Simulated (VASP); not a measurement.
# PbF2 in VASP: one cell, several levels of theory

What does VASP give for fluorite PbF2, under -2.9 % strain along z alone, the cell held fixed? Runs: PBE, r2SCAN. The results are then set beside those of Ansatz 0.2.0 for the same cell.

Program: VASP 6.6.1. PAW datasets, plane waves. No spin polarisation and no zero-point or thermal motion.

## 1. The system as given

The cell comes from an earlier relaxation with r2SCAN in another program, then strained, with the atoms relaxed again.

Space group I4/mmm (No. 139), tetragonal; a = 4.187 Å, c = 5.749 Å in the conventional setting, 16.80 Å³ an atom. Around Pb lie 8 F at 2.54 Å; around F lie 4 Pb at 2.54 Å and 2 F at 2.87 Å.

The structure in full:

```cif
data_structure
_symmetry_space_group_name_H-M 'P 1'
_symmetry_Int_Tables_number 1
_cell_length_a 4.1264
_cell_length_b 4.1264
_cell_length_c 4.1867
_cell_angle_alpha 59.516
_cell_angle_beta 59.516
_cell_angle_gamma 60.969
_cell_volume 50.39
loop_
_atom_site_label
_atom_site_type_symbol
_atom_site_fract_x
_atom_site_fract_y
_atom_site_fract_z
_atom_site_occupancy
Pb1 Pb 0.00000 0.00000 0.00000 1
F1 F 0.25000 0.25000 0.25000 1
F2 F 0.75000 0.75000 0.75000 1
```

## 2. PBE

File INCAR:

```
ENCUT = 520.000000
SIGMA = 0.020000
EDIFF = 1.00e-07
GGA = PE
PREC = Accurate
IBRION = -1
ISIF = 2
ISMEAR = -1
NBANDS = 21
NELM = 120
NSW = 0
LASPH = .TRUE.
LCHARG = .TRUE.
LELF = .TRUE.
LWAVE = .FALSE.
LREAL = .FALSE.
```

File KPOINTS:

```
KPOINTS created by Atomic Simulation Environment
0
Gamma
8 8 8
0 0 0
```

File KPOINTS_OPT:

```
special points
8
Reciprocal
0.0000000000 0.0000000000 0.0000000000 1
0.5000000000 0.0000000000 0.5000000000 1
0.6250000000 0.2500000000 0.6250000000 1
0.3750000000 0.3750000000 0.7500000000 1
0.5000000000 0.5000000000 0.5000000000 1
0.5000000000 0.2500000000 0.7500000000 1
0.2500000000 -0.2500000000 -0.5000000000 1
0.5000000000 0.5000000000 0.0000000000 1
```

File POSCAR:

```
Pb F
 1.0000000000000000
     0.0000000000000000    2.9604388913999999    2.8745861635000001
     2.9604388913999999    0.0000000000000000    2.8745861635000001
     2.9604388913999999    2.9604388913999999    0.0000000000000000
 Pb  F
   1   2
Cartesian
  0.0000000000000000  0.0000000000000000  0.0000000000000000
  1.4802194457000000  1.4802194457000000  1.4372930817500003
  4.4406583371000004  4.4406583371000004  4.3118792452500010
```

Potentials: the recommended PBE PAW datasets, 28 valence electrons in the neutral cell.

The run is started by

```console
> mpirun -np 1 vasp_std
```

Printed to the terminal (iteration lines stand in OSZICAR):

```text
POSCAR found type information on POSCAR PbF
 POSCAR found :  2 types and       3 ions
 LDA part: xc-table for (Slater+PW92), standard interpolation
 POSCAR, INCAR and KPOINTS ok, starting setup
 FFT: planning ... GRIDC
 FFT: planning ... GRID_SOFT
 FFT: planning ... GRID
 WAVECAR not read
 entering main loop
 Start KPOINTS_OPT (optional k-point list driver)
k-point batch [1-8\8]
```

OSZICAR:

```text
N       E                     dE             d eps       ncg     rms          rms(c)
DAV:   1     0.301428601698E+03    0.30143E+03   -0.14828E+04  2499   0.154E+03
DAV:   2     0.117020333934E+02   -0.28973E+03   -0.27101E+03  2620   0.427E+02
DAV:   3    -0.153647775517E+02   -0.27067E+02   -0.26744E+02  2936   0.140E+02
DAV:   4    -0.161356766149E+02   -0.77090E+00   -0.77042E+00  2826   0.246E+01
DAV:   5    -0.161619136781E+02   -0.26237E-01   -0.26235E-01  3207   0.480E+00    0.795E+00
DAV:   6    -0.142858899703E+02    0.18760E+01   -0.84182E+00  3347   0.233E+01    0.256E+00
DAV:   7    -0.142891153355E+02   -0.32254E-02   -0.42795E-01  2633   0.403E+00    0.153E+00
DAV:   8    -0.142886773432E+02    0.43799E-03   -0.97109E-02  2633   0.351E+00    0.550E-01
DAV:   9    -0.142851071670E+02    0.35702E-02   -0.18516E-02  3364   0.108E+00    0.101E-01
DAV:  10    -0.142862113261E+02   -0.11042E-02   -0.13695E-03  2553   0.272E-01    0.300E-02
DAV:  11    -0.142862202325E+02   -0.89064E-05   -0.93681E-05  2877   0.831E-02    0.897E-03
DAV:  12    -0.142862279546E+02   -0.77221E-05   -0.14758E-05  2623   0.273E-02    0.265E-03
DAV:  13    -0.142862280215E+02   -0.66879E-07   -0.10989E-06  3181   0.806E-03    0.693E-04
DAV:  14    -0.142862280264E+02   -0.49254E-08   -0.32890E-08  2186   0.154E-03
   1 F= -.14286228E+02 E0= -.14286228E+02  d E =-.302711E-11
       N       E                     dE             ncg
DAV:   1     0.305558745604E+04   -0.59894E+04      336
DAV:   2     0.847008115201E+03   -0.22086E+04      351
DAV:   3     0.632247408229E+03   -0.21476E+03      401
DAV:   4     0.625676340898E+03   -0.65711E+01      376
DAV:   5     0.625446091818E+03   -0.23025E+00      449
DAV:   6     0.625435206574E+03   -0.10885E-01      432
DAV:   7     0.625434959593E+03   -0.24698E-03      457
DAV:   8     0.625434944656E+03   -0.14937E-04      390
DAV:   9     0.625434944001E+03   -0.65584E-06      287
DAV:  10     0.625434943996E+03   -0.41871E-08      238
```

The lines after F= are the extra pass for the points of KPOINTS_OPT, at fixed density; their E is not a total energy.

From OUTCAR:

```text
k-points           NKPTS =     59   k-points in BZ     NKDIM =     59   number of bands    NBANDS=     21

   NELECT =      28.0000    total number of electrons

   dimension x,y,z NGX =    32 NGY =   32 NGZ =   32
   dimension x,y,z NGXF=    64 NGYF=   64 NGZF=   64

  energy-cutoff  :      520.00
  volume of cell :       50.39
      direct lattice vectors                 reciprocal lattice vectors
     0.000000000  2.960438891  2.874586164    -0.168893876  0.168893876  0.173938081
     2.960438891  0.000000000  2.874586164     0.168893876 -0.168893876  0.173938081
     2.960438891  2.960438891  0.000000000     0.168893876  0.168893876 -0.173938081

 k-points in reciprocal lattice and weights: KPOINTS created by Atomic Simulation Env
   0.00000000  0.00000000  0.00000000       0.002
   0.12500000  0.00000000  0.00000000       0.016
   0.25000000  0.00000000  0.00000000       0.016
   0.37500000  0.00000000  0.00000000       0.016
   0.50000000  0.00000000  0.00000000       0.008
   0.12500000  0.12500000  0.00000000       0.004
   0.25000000  0.12500000  0.00000000       0.016
   0.37500000  0.12500000  0.00000000       0.016
[... 51 more k-points ...]

 E-fermi :   2.8003

 k-point     1 :       0.0000    0.0000    0.0000
  band No.  band energies     occupation
      1     -19.0683      2.00000
      2     -18.3854      2.00000
      3     -12.1902      2.00000
      4     -12.1902      2.00000
      5     -12.1693      2.00000
      6     -12.1156      2.00000
      7     -12.1077      2.00000
      8      -2.3666      2.00000
      9      -0.4304      2.00000
     10      -0.3639      2.00000
     11      -0.3639      2.00000
     12       0.0469      2.00000
     13       0.0469      2.00000
     14       0.2591      2.00000
     15       9.0148      0.00000
     16       9.1548      0.00000
     17       9.1548      0.00000
     18      13.0278      0.00000
     19      17.2211      0.00000
     20      17.8265      0.00000
     21      19.8048      0.00000

 k-point     2 :       0.1250    0.0000    0.0000
  band No.  band energies     occupation
      1     -19.0348      2.00000
      2     -18.4157      2.00000
      3     -12.1827      2.00000
      4     -12.1726      2.00000
      5     -12.1430      2.00000
      6     -12.1160      2.00000
      7     -12.1073      2.00000
      8      -2.6753      2.00000
      9      -0.5280      2.00000
     10      -0.4270      2.00000
     11      -0.4086      2.00000
     12       0.0307      2.00000
     13       0.1431      2.00000
     14       0.5915      2.00000
     15       8.5470      0.00000
     16       9.2159      0.00000
     17       9.2837      0.00000
     18      13.9648      0.00000
     19      16.8359      0.00000
     20      17.3518      0.00000
     21      19.3322      0.00000

 k-point     3 :       0.2500    0.0000    0.0000
  band No.  band energies     occupation
      1     -18.9480      2.00000
      2     -18.4936      2.00000
      3     -12.1699      2.00000
      4     -12.1592      2.00000
      5     -12.1105      2.00000
      6     -12.1009      2.00000
      7     -12.0593      2.00000
      8      -3.2257      2.00000
      9      -0.7184      2.00000
     10      -0.5135      2.00000
     11      -0.4962      2.00000
     12      -0.0093      2.00000
     13       0.0805      2.00000
     14       1.3652      2.00000
     15       7.8053      0.00000
     16       9.5695      0.00000
     17       9.5972      0.00000
     18      15.3080      0.00000
     19      16.3191      0.00000
     20      16.7160      0.00000
     21      18.1280      0.00000

 k-point     4 :       0.3750    0.0000    0.0000
  band No.  band energies     occupation
      1     -18.8364      2.00000
      2     -18.5933      2.00000
      3     -12.1656      2.00000
      4     -12.1581      2.00000
      5     -12.0946      2.00000
      6     -12.0858      2.00000
      7     -11.9769      2.00000
      8      -3.6443      2.00000
      9      -0.9030      2.00000
     10      -0.6151      2.00000
     11      -0.5537      2.00000
     12      -0.0501      2.00000
     13       0.0041      2.00000
     14       2.0051      2.00000
     15       7.4105      0.00000
     16       9.9136      0.00000
     17       9.9414      0.00000
     18      15.6337      0.00000
     19      16.0467      0.00000
     20      16.3446      0.00000
     21      17.1209      0.00000

 k-point     5 :       0.5000    0.0000    0.0000
  band No.  band energies     occupation
      1     -18.7527      2.00000
      2     -18.6713      2.00000
      3     -12.1657      2.00000
      4     -12.1596      2.00000
      5     -12.0862      2.00000
      6     -12.0775      2.00000
      7     -11.9438      2.00000
      8      -3.7953      2.00000
      9      -0.9810      2.00000
     10      -0.6563      2.00000
     11      -0.5757      2.00000
     12      -0.0671      2.00000
     13      -0.0287      2.00000
     14       2.2501      2.00000
     15       7.3062      0.00000
     16      10.0452      0.00000
     17      10.1003      0.00000
     18      15.5766      0.00000
     19      15.9781      0.00000
     20      16.2325      0.00000
     21      16.7422      0.00000

 k-point     6 :       0.1250    0.1250    0.0000
  band No.  band energies     occupation
      1     -19.0205      2.00000
      2     -18.4292      2.00000
      3     -12.1754      2.00000
      4     -12.1754      2.00000
      5     -12.1271      2.00000
      6     -12.1216      2.00000
      7     -12.1031      2.00000
      8      -2.7369      2.00000
      9      -0.6030      2.00000
     10      -0.6030      2.00000
     11      -0.2866      2.00000
     12       0.1628      2.00000
     13       0.1628      2.00000
     14       0.5945      2.00000
     15       8.2307      0.00000
     16       9.3532      0.00000
     17       9.3532      0.00000
     18      14.2519      0.00000
     19      16.7710      0.00000
     20      17.3705      0.00000
     21      19.7373      0.00000

[... the tables of k-points 7 to 59 left out ...]

  Total        1.4893421      1.4893421      1.9608937      0.0000000     -0.0000000      0.0000000
  in kB       47.3573625     47.3573625     62.3515289      0.0000000     -0.0000000      0.0000000
  external PRESSURE =      52.3554180 kB  Pullay stress =       0.0000000 kB

 POSITION                                       TOTAL-FORCE (eV/Angst)
 -----------------------------------------------------------------------------------
      0.00000      0.00000      0.00000        -0.000000      0.000000     -0.000000
      1.48022      1.48022      1.43729        -0.000000     -0.000000      0.000000
      4.44066      4.44066      4.31188         0.000000      0.000000     -0.000000
 -----------------------------------------------------------------------------------
    total drift:                                0.000000     -0.000000      0.000000

  FREE ENERGIE OF THE ION-ELECTRON SYSTEM (eV)
  ---------------------------------------------------
  free  energy   TOTEN  =       -14.2862280264 eV

  energy  without entropy=      -14.2862280264  energy(sigma->0) =      -14.28622803
```

Hardware: 1 MPI rank of Intel Xeon Platinum 8488C, shared host.

The levels at the points of KPOINTS_OPT are read from vasprun.xml.

Levels at the named points, in eV from the top of band v (v: the last filled band by count, c: the next):

```
point    v−1      v     c   c+1
    Γ  -2.32  -2.11  6.65  6.79
    X  -1.71  -0.16  4.37  7.85
    U  -1.86  -0.07  5.31  6.61
    K  -1.72  -0.17  5.20  6.73
    L  -2.39  -0.12  4.94  7.68
    W  -1.68  -0.10  5.96  6.07
```

The PBE gap is 4.29 eV and indirect ((0.25, -0.25, -0.50) to (0.50, 0.50, 0.00)), with 4.53 eV as the least direct one. Pressure: 5.24 GPa; the forces vanish within 0.01 eV/Å.

The maps below are laid out on this run's own conventional cell (a, b, c = 4.187, 4.187, 5.749 Å).

Density in a lattice plane of the grid's cell (edges 4.19 and 5.75 Å, at 0.000 of the third edge), which holds Pb and F.

Ten even steps from '0' (0.00 e/Å³) to '9' (12.90 e/Å³):
```
543100000000000134
221000000000000012
100000001210000000
000000025752000000
000000137973100000
000000025752000000
000000001210000000
000000000000000000
000000000000000000
000000000000000000
000000000000000000
000000000000000000
000000001210000000
000000025752000000
000000137973100000
000000025752000000
100000001210000000
221000000000000012
543100000000000134
653100000000000135
```
Columns run along the first of these edges and rows up along the second, over one cell in 18 and 20 even steps from the bottom left corner. Atoms in the plane (fractional): Pb at (0.00, 0.00), F at (0.50, 0.75), F at (0.50, 0.25).

ELF in the same plane.

Ten even steps from ' ' (0.00) to '@' (0.94):
```
::..::==++::..............::++==::..
::--==++--....--******--....--++==--
++++++--....==##%%%%%%##==....--++++
====--....--##%%%%##%%%%##--....--==
::::..  ..++%%%%##++##%%%%++..  ..::
        ::++%%%%%%##%%%%%%++::      
        ..==**%%%%%%%%%%**==..      
          ::--++******++--::        
              ..........            
                                    
              ..........            
          ::--++******++--::        
        ..==**%%%%%%%%%%**==..      
        ::++%%%%%%##%%%%%%++::      
::::..  ..++%%%%##++##%%%%++..  ..::
====--....--##%%%%##%%%%##--....--==
++++++--....==##%%%%%%##==....--++++
::--==++--....--******--....--++==--
::..::==++::..............::++==::..
@@--::==++--..          ..--++==::--
```
Columns run along the first of these edges and rows up along the second, over one cell in 18 and 20 even steps from the bottom left corner. Atoms in the plane (fractional): Pb at (0.00, 0.00), F at (0.50, 0.75), F at (0.50, 0.25).

Both are smooth fields of the valence electrons: close to the nuclei they are not physical.

Outside the cores ELF peaks at 0.82 in the shell around F, 0.6 Å from F.

[end of part 1 of 2]
